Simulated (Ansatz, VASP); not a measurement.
## Two plane-wave programs on Ca

```xyz
1
Lattice="0.0000 2.7615 2.7615 2.7615 0.0000 2.7615 2.7615 2.7615 0.0000" Properties=species:S:1:pos:R:3 pbc="T T T"
Ca    0.0000    0.0000    0.0000
```

Alike in both runs: functional PBE; k mesh 12 × 12 × 12; occupations gaussian, width 0.01 eV; no spin polarisation.

Ansatz relaxed the structure, and its values are those at the end. VASP's run is a single point on that final structure, the one shown.

|  | VASP | Ansatz |
| --- | --- | --- |
| version | VASP 6.6.1 | Ansatz 0.2.0 |
| potentials or method | VASP PAW PBE potentials, release 64 (Ca_sv) | scalar-relativistic, plane waves, PAW |
| plane-wave cutoff (eV) | 520 | 420 |
| valence electrons in the cell | 10 | 10 |

```csv
,VASP,Ansatz,Ansatz less VASP
gap on the k mesh at the Fermi level (eV),none,none,-
pressure (GPa),0.1,0.1,0.00
```

A gap of «none» marks a metal or a gap that the smearing closes.
